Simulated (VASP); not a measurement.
# Zn (Fd-3m) in VASP: further runs

One crystal, Zn, is run at these levels: PBE; tasks: single point.

Program: VASP 6.6.1. These are calculated values, not measurements. Logs are shortened: lines on timing, memory, paths and dates and some standing lists are left out, and cuts for length are marked.

## Step 1: The crystal as given

Symmetry: Fd-3m, No. 227, cubic system. Conventional cell: a = 5.186 Å, b = 5.186 Å, c = 5.186 Å, α = 90.00°, β = 90.00°, γ = 90.00°. Around Zn (site symmetry -43m) lie 4 Zn at 2.25 Å.

The cell was built by a generator and needn't be a form met in nature.

## Step 2: Single point, PBE

INCAR reads:

```
  ALGO = Normal
  EDIFF = 1E-7
  ENCUT = 520
  GGA = PE
  ISIF = 2
  ISMEAR = -1
  LASPH = T
  LCHARG = T
  LELF = T
  LREAL = F
  LVHAR = T
  LWAVE = F
  NBANDS = 19
  NELM = 100
  PREC = Accurate
  SIGMA = 0.1
```

KPOINTS reads:

```
k-points
0
Gamma
  6 6 6
```

POSCAR reads:

```
Zn
1.0
    0.0000000000      2.5930490000      2.5930490000
    2.5930490000      0.0000000000      2.5930490000
    2.5930490000      2.5930490000      0.0000000000
Zn
2
Direct
    0.0000000000      0.0000000000      0.0000000000
    0.2500000000      0.2500000000      0.2500000000
```

Potentials or basis: VASP PAW PBE potentials, release 64 (Zn).

Launch:

```sh
> cat potpaw_PBE.64/Zn/POTCAR > POTCAR
> mpirun -np 1 vasp_std > vasp.out
```

OUTCAR:

```text
EDIFF = 1E-7
   ENCUT = 520
   GGA = PE
   ISIF = 2
   ISMEAR = -1
   LASPH = T
   LREAL = F
   NELM = 100
   PREC = Accurate

 ion  position               nearest neighbor table
   1  0.000  0.000  0.000-   2 2.25   2 2.25   2 2.25   2 2.25
   2  0.250  0.250  0.250-   1 2.25   1 2.25   1 2.25   1 2.25

  LATTYP: Found a face centered cubic cell.
 ALAT       =     5.1860980000

  Lattice vectors:

 A1 = (   0.0000000000,   2.5930490000,   2.5930490000)
 A2 = (   2.5930490000,   0.0000000000,   2.5930490000)
 A3 = (   2.5930490000,   2.5930490000,   0.0000000000)

Analysis of symmetry for initial positions (statically):
=====================================================================
 Subroutine PRICEL returns:
 Original cell was already a primitive cell.

 Routine SETGRP: Setting up the symmetry group for a
 face centered cubic supercell.

 Subroutine GETGRP returns: Found 48 space group operations
 (whereof 24 operations were pure point group operations)
 out of a pool of 48 trial point group operations.

The static configuration has the point symmetry T_d .
 The point group associated with its full space group is O_h .

Analysis of symmetry for dynamics (positions and initial velocities):
=====================================================================
 Subroutine PRICEL returns:
 Original cell was already a primitive cell.

 Routine SETGRP: Setting up the symmetry group for a
 face centered cubic supercell.

 Subroutine GETGRP returns: Found 48 space group operations
 (whereof 24 operations were pure point group operations)
 out of a pool of 48 trial point group operations.

The dynamic configuration has the point symmetry T_d .
 The point group associated with its full space group is O_h .

 Subroutine INISYM returns: Found 48 space group operations
 (whereof 24 operations are pure point group operations),
 and found     1 'primitive' translations

----------------------------------------------------------------------------------------

                                     Primitive cell

  volume of cell :      34.8708

  direct lattice vectors                    reciprocal lattice vectors
     0.000000000  2.593049000  2.593049000    -0.192823198  0.192823198  0.192823198
     2.593049000  0.000000000  2.593049000     0.192823198 -0.192823198  0.192823198
     2.593049000  2.593049000  0.000000000     0.192823198  0.192823198 -0.192823198

  length of vectors
     3.667125064  3.667125064  3.667125064     0.333979575  0.333979575  0.333979575

  position of ions in fractional coordinates (direct lattice)
     0.000000000  0.000000000  0.000000000
     0.250000000  0.250000000  0.250000000

  ion indices of the primitive-cell ions
   primitive index   ion index
                 1           1
                 2           2

----------------------------------------------------------------------------------------

 KPOINTS: k-points

Automatic generation of k-mesh.
 Grid dimensions read from file:
 generate k-points for:    6    6    6

 Generating k-lattice:

  Cartesian coordinates                     Fractional coordinates (reciprocal lattice)
    -0.032137200  0.032137200  0.032137200     0.166666667  0.000000000  0.000000000
     0.032137200 -0.032137200  0.032137200     0.000000000  0.166666667  0.000000000
     0.032137200  0.032137200 -0.032137200     0.000000000  0.000000000  0.166666667

  Length of vectors
     0.055663263  0.055663263  0.055663263

  Shift w.r.t. Gamma in fractional coordinates (k-lattice)
     0.000000000  0.000000000  0.000000000

 Subroutine IBZKPT returns following result:
 ===========================================

 Found     16 irreducible k-points:

 Following reciprocal coordinates:
            Coordinates               Weight
  0.000000  0.000000  0.000000      1.000000
  0.166667  0.000000  0.000000      8.000000
  0.333333  0.000000  0.000000      8.000000
  0.500000  0.000000  0.000000      4.000000
  0.166667  0.166667  0.000000      6.000000
  0.333333  0.166667  0.000000     24.000000
[... 8 lines left out ...]
 -0.333333  0.333333  0.166667     24.000000
 -0.333333  0.500000  0.166667     12.000000
   k-points           NKPTS =     16   k-points in BZ     NKDIM =     16   number of bands    NBANDS=     19
   number of dos      NEDOS =    301   number of ions     NIONS =      2
   total plane-waves  NPLWV =  21952
   dimension x,y,z NGX =    28 NGY =   28 NGZ =   28
   dimension x,y,z NGXF=    56 NGYF=   56 NGZF=   56
   ions per type =               2
   NGX,Y,Z   is equivalent  to a cutoff of  12.69, 12.69, 12.69 a.u.
   NGXF,Y,Z  is equivalent  to a cutoff of  25.39, 25.39, 25.39 a.u.
 SYSTEM =  unknown system
   PREC   = accura    normal or accurate (medium, high low for compatibility)
   ISTART =      0    job   : 0-new  1-cont  2-samecut
   ICHARG =      2    charge: 1-file 2-atom 10-const
   ISPIN  =      1    spin polarized calculation?
   LNONCOLLINEAR =      F non collinear calculations
   LSORBIT =      F    spin-orbit coupling
   LASPH  =      T    aspherical Exc in radial PAW
   ENCUT  =  520.0 eV  38.22 Ry    6.18 a.u.   6.82  6.82  6.82*2*pi/ulx,y,z
   NELM   =    100;   NELMIN=  2; NELMDL= -5     # of ELM steps
   EDIFF  = 0.1E-06   stopping-criterion for ELM
   LREAL  =      F    real-space projection
   EDIFFG = 0.1E-05   stopping-criterion for IOM
   NSW    =      0    number of steps for IOM
   IBRION =     -1    ionic relax: 0-MD 1-quasi-New 2-CG
   NFREE  =      0    steps in history (QN), initial steepest desc. (CG)
   ISIF   =      2    stress and relaxation
   ISYM   =      2    0-nonsym 1-usesym 2-fastsym
   POTIM  = 0.5000    time-step for ionic-motion
   TEBEG  =    0.0;   TEEND  =   0.0 temperature during run
   PSTRESS=    0.0 pullay stress
   NELECT =      24.0000    total number of electrons
   NUPDOWN=      -1.0000    fix difference up-down
   EMIN   =  10.00;   EMAX   =-10.00  energy-range for DOS
   EFERMI =   0.00;   METHOD = LEGACY
   ISMEAR =    -1;   SIGMA  =   0.10  broadening in eV -4-tet -1-fermi 0-gaus
   EFERMI_NEDOS =   21; number of points for ismear=-14 and -15
   IALGO  =     38    algorithm
   IMIX   =      4    mixing-type and parameters
     AMIX     =   0.40;   BMIX     =  1.00
     AMIX_MAG =   1.60;   BMIX_MAG =  1.00
  volume/ion in A,a.u.               =      17.44       117.66
  Fermi-wavevector in a.u.,A,eV,Ry     =   1.445410  2.731430 28.425446  2.089211
  Thomas-Fermi vector in A             =   2.563595
   LORBIT       =      0    0 simple, 1 ext, 2 COOP (PROOUT), +10 PAW based schemes
   GGA     = PE    functional components
   LHFCALC =     F    Hartree Fock is set to
   AEXX    =    0.0000 exact exchange contribution
   IVDW    =     0    specifies the selected vdW correction
   LEPSILON=     F    determine dielectric tensor
   LRPA    =     F    only Hartree local field effects (RPA)
 non-spin polarized calculation
  energy-cutoff  :      520.00
  volume of cell :       34.87
 maximum number of plane-waves:       960
   NGX = 13   NGY = 13   NGZ = 13

 number of electron      23.9999973 magnetization

 Free energy of the ion-electron system (eV)
  ---------------------------------------------------
  ext. energy  EPLUGINS =         0.00000000
  ---------------------------------------------------
  free energy    TOTEN  =        -0.47436232 eV

  energy without entropy =       -0.42494715  energy(sigma->0) =       -0.44965473

 E-fermi :   1.9303     XC(G=0): -10.5817

 val. band max:        1.8937211559   @ k =  -0.3333   0.3333   0.1667
 cond. band min:       1.9425750576   @ k =   0.5000   0.3333   0.0000
 fundamental gap:      0.0488539017
 Fermi energy:         1.9303123689

 k-point     1 :       0.0000    0.0000    0.0000
  band No.  band energies     occupation
      1      -7.4752      2.00000
      2      -6.4531      2.00000
      3      -6.4531      2.00000
      4      -6.4531      2.00000
      5      -6.4091      2.00000
      6      -6.4091      2.00000
[... 11 lines left out ...]
     18      12.7875      0.00000
     19      13.2010      0.00000

 k-point     2 :       0.1667    0.0000    0.0000
  band No.  band energies     occupation
      1      -7.0603      2.00000
      2      -6.5364      2.00000
      3      -6.5364      2.00000
      4      -6.4334      2.00000
      5      -6.2780      2.00000
      6      -6.2780      2.00000
[... 11 lines left out ...]
     18      13.7510      0.00000
     19      14.8538      0.00000

 k-point     3 :       0.3333    0.0000    0.0000
  band No.  band energies     occupation
      1      -6.5328      2.00000
      2      -6.5328      2.00000
      3      -6.4810      2.00000
      4      -6.2340      2.00000
      5      -6.2284      2.00000
      6      -6.2284      2.00000
[... 11 lines left out ...]
     18      12.6112      0.00000
     19      16.5170      0.00000

 k-point     4 :       0.5000    0.0000    0.0000
  band No.  band energies     occupation
      1      -6.4889      2.00000
      2      -6.4889      2.00000
      3      -6.4030      2.00000
      4      -6.2685      2.00000
      5      -6.2685      2.00000
      6      -6.1835      2.00000
[... 11 lines left out ...]
     18      11.9275      0.00000
     19      19.6029      0.00000

 k-point     5 :       0.1667    0.1667    0.0000
  band No.  band energies     occupation
      1      -6.9104      2.00000
      2      -6.6238      2.00000
      3      -6.4548      2.00000
      4      -6.4548      2.00000
      5      -6.3060      2.00000
      6      -6.1697      2.00000
[... 11 lines left out ...]
     18      13.6451      0.00000
     19      16.0569      0.00000

 k-point     6 :       0.3333    0.1667    0.0000
  band No.  band energies     occupation
      1      -6.6520      2.00000
      2      -6.4830      2.00000
      3      -6.4687      2.00000
      4      -6.2184      2.00000
      5      -6.2039      2.00000
      6      -6.0605      2.00000
[... 11 lines left out ...]
     18      14.0434      0.00000
     19      16.2078      0.00000

 k-point     7 :       0.5000    0.1667    0.0000
  band No.  band energies     occupation
      1      -6.6283      2.00000
      2      -6.5016      2.00000
      3      -6.4118      2.00000
      4      -6.1400      2.00000
      5      -6.1161      2.00000
      6      -6.1148      2.00000
[... 11 lines left out ...]
     18      14.5982      0.00000
     19      15.8943      0.00000

 k-point     8 :      -0.3333    0.1667    0.0000
  band No.  band energies     occupation
      1      -6.5917      2.00000
      2      -6.5832      2.00000
      3      -6.3310      2.00000
      4      -6.2658      2.00000
      5      -6.1088      2.00000
      6      -6.0612      2.00000
[... 11 lines left out ...]
     18      15.4384      0.00000
     19      15.7903      0.00000

 k-point     9 :      -0.1667    0.1667    0.0000
  band No.  band energies     occupation
      1      -6.6149      2.00000
      2      -6.5995      2.00000
      3      -6.4328      2.00000
      4      -6.3788      2.00000
      5      -6.2672      2.00000
      6      -6.1208      2.00000
[... 11 lines left out ...]
     18      12.8380      0.00000
     19      13.6642      0.00000

 k-point    10 :       0.3333    0.3333    0.0000
  band No.  band energies     occupation
      1      -6.6823      2.00000
      2      -6.4672      2.00000
      3      -6.4672      2.00000
      4      -6.1825      2.00000
      5      -6.0309      2.00000
      6      -5.8867      2.00000
[... 11 lines left out ...]
     18      17.4316      0.00000
     19      19.5140      0.00000

 k-point    11 :       0.5000    0.3333    0.0000
  band No.  band energies     occupation
      1      -6.6701      2.00000
      2      -6.4902      2.00000
      3      -6.4816      2.00000
      4      -6.2257      2.00000
      5      -5.8902      2.00000
      6      -5.8375      2.00000
[... 11 lines left out ...]
     18      17.2067      0.00000
     19      20.3563      0.00000

 k-point    12 :      -0.3333    0.3333    0.0000
  band No.  band energies     occupation
      1      -6.6867      2.00000
      2      -6.5477      2.00000
      3      -6.3958      2.00000
      4      -6.1021      2.00000
      5      -6.0409      2.00000
      6      -5.8434      2.00000
[... 11 lines left out ...]
     18      16.2120      0.00000
     19      16.3036      0.00000

 k-point    13 :       0.5000    0.5000    0.0000
  band No.  band energies     occupation
      1      -6.5295      2.00000
      2      -6.5295      2.00000
      3      -6.4769      2.00000
      4      -6.4769      2.00000
      5      -5.6707      2.00000
      6      -5.6707      2.00000
[... 11 lines left out ...]
     18      20.7209      0.00000
     19      21.8865      0.00000

 k-point    14 :       0.5000    0.3333    0.1667
  band No.  band energies     occupation
      1      -6.6537      2.00000
      2      -6.5900      2.00000
      3      -6.3532      2.00000
      4      -6.1221      2.00000
      5      -6.1016      2.00000
      6      -5.9121      2.00000
[... 11 lines left out ...]
     18      17.0614      0.00000
     19      18.0964      0.00000

 k-point    15 :      -0.3333    0.3333    0.1667
  band No.  band energies     occupation
      1      -6.6643      2.00000
      2      -6.6177      2.00000
      3      -6.2998      2.00000
      4      -6.1092      2.00000
      5      -6.0605      2.00000
      6      -5.8968      2.00000
[... 11 lines left out ...]
     18      15.0111      0.00000
     19      17.5621      0.00000

 k-point    16 :      -0.3333    0.5000    0.1667
  band No.  band energies     occupation
      1      -6.6481      2.00000
      2      -6.6481      2.00000
      3      -6.2693      2.00000
      4      -6.2693      2.00000
      5      -5.8094      2.00000
      6      -5.8094      2.00000
[... 11 lines left out ...]
     18      15.5220      0.00000
     19      21.7390      0.00000

------------------------ aborting loop because EDIFF is reached ----------------------------------------

  FORCE on cell =-STRESS in cart. coord.  units (eV):
  Direction    XX          YY          ZZ          XY          YZ          ZX
  --------------------------------------------------------------------------------------
  -------------------------------------------------------------------------------------
  Total        5.0975972      5.0975972      5.0975972     -0.0000000      0.0000000      0.0000000
  in kB      234.2145832    234.2145832    234.2145832     -0.0000000      0.0000000      0.0000000
  external PRESSURE =     234.2145832 kB  Pullay stress =       0.0000000 kB

 VOLUME and BASIS-vectors are now :
 -----------------------------------------------------------------------------
  energy-cutoff  :      520.00
  volume of cell :       34.87
      direct lattice vectors                 reciprocal lattice vectors
     0.000000000  2.593049000  2.593049000    -0.192823198  0.192823198  0.192823198
     2.593049000  0.000000000  2.593049000     0.192823198 -0.192823198  0.192823198
     2.593049000  2.593049000  0.000000000     0.192823198  0.192823198 -0.192823198

 POSITION                                       TOTAL-FORCE (eV/Angst)
 -----------------------------------------------------------------------------------
      0.00000      0.00000      0.00000        -0.000000     -0.000000     -0.000000
      1.29652      1.29652      1.29652         0.000000      0.000000      0.000000
 -----------------------------------------------------------------------------------
    total drift:                                0.000000      0.000000      0.000000

  FREE ENERGIE OF THE ION-ELECTRON SYSTEM (eV)
  ---------------------------------------------------
  free  energy   TOTEN  =        -0.4743623165 eV

  energy  without entropy=       -0.4249471511  energy(sigma->0) =       -0.44965473
```

Run time: 11 s. Hardware: 1 thread of Intel Xeon Platinum 8559C (Emerald Rapids), shared host; peak memory 0.15 GiB.

What came out:

```yaml
Free_energy: -0.4744 eV
Pressure: 23.4 GPa
Band_gap_on_the_k_mesh: none (metal or under the smearing width)
```

Levels at points of the mesh, in eV from the Fermi level:
| k point | band 8 | band 9 | band 10 | band 11 | band 12 | band 13 | band 14 | band 15 | band 16 | band 17 |
| --- | --- | --- | --- | --- | --- | --- | --- | --- | --- | --- |
| (0.00, 0.00, 0.00) | -7.36 | -7.36 | -6.94 | -6.94 | 7.04 | 7.04 | 7.04 | 8.32 | 8.32 | 8.32 |
| (0.50, 0.00, 0.00) | -7.27 | -6.97 | -6.97 | -4.87 | -4.12 | 4.45 | 4.45 | 8.57 | 8.97 | 8.97 |
| (0.50, 0.50, 0.00) | -7.58 | -6.89 | -6.89 | -3.38 | -3.38 | 1.25 | 1.25 | 5.40 | 5.40 | 18.79 |

Caveat: so large a pressure means that the cell lies far from this level's equilibrium, or that cutoff or potentials fall short.

## Step 3: Single point, PBE

INCAR reads:

```
SYSTEM = Zn
PREC = Accurate ; ENCUT = 520
EDIFF = 1E-6 ; ISMEAR = -1
SIGMA = 0.1 ; LREAL = .FALSE.
LASPH = .TRUE. ; NELM = 60
ALGO = Normal ; ISIF = 2
LWAVE = .FALSE. ; LCHARG = .TRUE.
GGA = PE ; LELF = .TRUE.
LVHAR = .TRUE. ; NBANDS = 19
```

KPOINTS reads:

```
regular mesh
0
G
  6 6 6
  0 0 0
```

POSCAR is that of step 2.

Potentials or basis: VASP PAW PBE potentials, release 64 (Zn).

Launch:

```sh
> cat potpaw_PBE.64/Zn/POTCAR > POTCAR
> mpirun -np 1 vasp_std > vasp.out
```

Run time: 9.2 s. Hardware: 1 thread of Intel Xeon Platinum 8559C (Emerald Rapids), shared host; peak memory 0.14 GiB.

Results (log left out):

| Item | Value |
| --- | --- |
| Free energy | -0.4744 eV |
| Pressure | 23.5 GPa |
| Band gap on the k mesh | none (metal or under the smearing width) |

Levels at points of the mesh, in eV from the Fermi level:
| k point | band 10 | band 11 | band 12 | band 13 | band 14 | band 15 |
| --- | --- | --- | --- | --- | --- | --- |
| (0.00, 0.00, 0.00) | -6.94 | -6.94 | 7.04 | 7.04 | 7.04 | 8.32 |
| (0.50, 0.00, 0.00) | -6.97 | -4.87 | -4.12 | 4.45 | 4.45 | 8.57 |
| (0.50, 0.50, 0.00) | -6.89 | -3.38 | -3.38 | 1.25 | 1.25 | 5.40 |

Caveat: so large a pressure means that the cell lies far from this level's equilibrium, or that cutoff or potentials fall short.

## Step 4: Single point, PBE, collinear spin, typed start

INCAR reads:

```
SYSTEM = Zn
ALGO     = Normal         ! electronic algorithm
EDIFF    = 1E-7           ! SCF threshold, eV
ENCUT    = 520            ! plane-wave cutoff, eV
GGA      = PE             ! functional
ISIF     = 2              ! what is computed and relaxed
ISMEAR   = -1             ! smearing method
ISPIN    = 2              ! spin polarisation
LASPH    = .TRUE.         ! aspherical terms in the spheres
LCHARG   = .FALSE.        ! write CHGCAR
LORBIT   = 11             ! projections on sites
LREAL    = .FALSE.        ! projectors in reciprocal space
LWAVE    = .FALSE.        ! write WAVECAR
MAGMOM   = 2 1            ! initial moments
NBANDS   = 23             ! bands
NELM     = 150            ! most SCF steps
PREC     = Accurate       ! precision mode
SIGMA    = 0.1            ! smearing width, eV
```

KPOINTS reads:

```
k-points
0
G
  6 6 6
  0 0 0
```

POSCAR is that of step 3.

Launch:

```sh
> cat potpaw_PBE.64/Zn/POTCAR > POTCAR
> mpirun -np 1 vasp_std > vasp.out
```

Wall time 22 s (1 thread of Intel Xeon Platinum 8559C (Emerald Rapids), shared host); peak memory 0.17 GiB.

It converged, with:

```
Free energy                                           : -0.4744 eV
Pressure                                              : 23.4 GPa
Band gap on the k mesh                                : none (metal or under the smearing width)
Net moment                                            : 0.00 μB per cell
Valence electrons inside the program's atomic spheres : Zn 10.99
```

Levels at points of the mesh, in eV from the Fermi level:
Spin up:
```csv
k point,band 9,band 10,band 11,band 12,band 13,band 14,band 15,band 16
"(0.00, 0.00, 0.00)",-7.36,-6.94,-6.94,7.04,7.04,7.04,8.32,8.32
"(0.50, 0.00, 0.00)",-6.97,-6.97,-4.87,-4.12,4.45,4.45,8.57,8.97
"(0.50, 0.50, 0.00)",-6.89,-6.89,-3.38,-3.38,1.25,1.25,5.40,5.40
```
Spin down:
| k point | band 9 | band 10 | band 11 | band 12 | band 13 | band 14 | band 15 | band 16 |
| --- | --- | --- | --- | --- | --- | --- | --- | --- |
| (0.00, 0.00, 0.00) | -7.36 | -6.94 | -6.94 | 7.04 | 7.04 | 7.04 | 8.32 | 8.32 |
| (0.50, 0.00, 0.00) | -6.97 | -6.97 | -4.87 | -4.12 | 4.45 | 4.45 | 8.57 | 8.97 |
| (0.50, 0.50, 0.00) | -6.89 | -6.89 | -3.38 | -3.38 | 1.25 | 1.25 | 5.40 | 5.40 |

Caveat: so large a pressure means that the cell lies far from this level's equilibrium, or that cutoff or potentials fall short.
